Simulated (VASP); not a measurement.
Set up this calculation in VASP 6.6.1, as the native input.

- Task: single point
- Functional: PBE
- Potentials or basis: VASP PAW PBE potentials, release 64 (Au)
- Cutoff: 520 eV
- k mesh: 6 × 6 × 4
- Occupations: gaussian, width 0.1 eV
- Spin: no spin polarisation
- Dipole correction: no
- Further INCAR settings: ALGO = Normal; EDIFF = 1e-06; NBANDS = 30

The structure of Au lies in POSCAR:

```
Au
1.0
    4.6219114488      0.0000000000      0.0000000000
   -2.3109557244      4.0026927287      0.0000000000
    0.0000000000      0.0000000000      5.2817195105
Au
4
Direct
    0.0000000000      0.0000000000      0.2500000000
    0.0000000000      0.0000000000      0.7500000000
    0.3333333333      0.6666666667      0.7500000000
    0.6666666667      0.3333333333      0.2500000000
```

The cell was built by a generator and needn't be a form met in nature.

The input as run:

INCAR

```
SYSTEM = Au
PREC = Accurate
ENCUT = 520
EDIFF = 1E-6
ISMEAR = 0
SIGMA = 0.1
LREAL = .False.
LASPH = .True.
NELM = 100
ALGO = Normal
ISIF = 2
LWAVE = .False.
LCHARG = .True.
GGA = PE
LELF = .True.
LVHAR = .True.
NBANDS = 30
```

KPOINTS

```
regular mesh
0
Gamma
  6 6 4
  0 0 0
```

Potentials or basis: VASP PAW PBE potentials, release 64 (Au).

Command:

```bash
$ cat potpaw_PBE.64/Au/POTCAR > POTCAR
$ mpirun -np 1 vasp_std > vasp.out
```

Results of the run:

```
Pressure               : -0.2 GPa
Band gap on the k mesh : none (metal or under the smearing width)
```

It took 45 s on 1 thread of Intel(R) Xeon(R) Platinum 8488C (Sapphire Rapids), on a shared host, peak memory 0.23 GiB.
